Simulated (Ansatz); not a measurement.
The cell is zincblende ZnS; cell and atoms were relaxed with r2SCAN. The symmetry is F-43m (No. 216, cubic); a = 5.388 Å in the conventional setting, 19.55 Å³ an atom. Zn has 4 S at 2.33 Å; S has 4 Zn at 2.33 Å.

```cif
data_structure
_symmetry_space_group_name_H-M 'F-43m'
_symmetry_Int_Tables_number 216
_cell_length_a 5.3882
_cell_length_b 5.3882
_cell_length_c 5.3882
_cell_angle_alpha 90.000
_cell_angle_beta 90.000
_cell_angle_gamma 90.000
_cell_volume 156.43
loop_
_atom_site_label
_atom_site_type_symbol
_atom_site_symmetry_multiplicity
_atom_site_Wyckoff_symbol
_atom_site_fract_x
_atom_site_fract_y
_atom_site_fract_z
_atom_site_occupancy
Zn1 Zn 4 a 0.00000 0.00000 0.00000 1
S1 S 4 d 0.25000 0.25000 0.75000 1
```

5 runs of the PAW code Ansatz on this cell differ in the functional (and in the settings that go with it). Levels are in eV from each run's valence top; v1 is the last filled band, c1 the first empty one.

Run A, mean stress +0.2 GPa (compression positive):
```tsv
point	v2	v1	c1	c2
Γ	0.00	0.00	4.39	8.74
X	-2.44	-2.44	5.25	6.24
U	-3.48	-1.98	6.15	8.34
L	-0.95	-0.95	5.59	9.20
W	-3.11	-2.97	7.71	8.70
```

Run B, mean stress 0.0 GPa (compression positive):
```tsv
point	v2	v1	c1	c2
Γ	0.00	0.00	2.71	6.86
X	-2.32	-2.32	3.70	4.47
U	-3.23	-1.88	4.49	6.44
L	-0.90	-0.90	3.82	7.36
W	-2.85	-2.82	6.03	6.62
```

Run C, mean stress +1.4 GPa (compression positive):
```tsv
point	v2	v1	c1	c2
Γ	0.00	0.00	4.04	8.41
X	-2.41	-2.41	5.06	5.98
U	-3.44	-1.96	5.92	8.04
L	-0.94	-0.94	5.27	8.91
W	-3.06	-2.94	7.50	8.34
```

Run D, mean stress +2.3 GPa (compression positive):
```tsv
point	v2	v1	c1	c2
Γ	0.00	0.00	2.15	6.36
X	-2.25	-2.25	3.38	4.07
U	-3.15	-1.83	4.12	5.97
L	-0.88	-0.88	3.32	6.89
W	-2.79	-2.75	5.69	6.06
```

Run E, mean stress +9.4 GPa (compression positive):
```tsv
point	v2	v1	c1	c2
Γ	0.00	0.00	10.28	14.88
X	-2.71	-2.71	10.56	12.10
U	-3.97	-2.21	11.71	14.48
L	-1.04	-1.04	11.58	15.21
W	-3.66	-3.22	13.24	15.41
```

Problem. Match the runs to PBE, r2SCAN, PBE0, r2SCAN0, Hartree-Fock.

Solution. A is r2SCAN0, B is r2SCAN, C is PBE0, D is PBE, E is Hartree-Fock. In order of the gap: PBE 2.15, r2SCAN 2.71, PBE0 4.04, r2SCAN0 4.39, Hartree-Fock 10.28 eV.

Calculated for a static, non-magnetic cell.

The stress of a hybrid is loosely converged in these runs.

The meshes of the hybrids are coarse, so their gaps aren't converged to the digits shown.
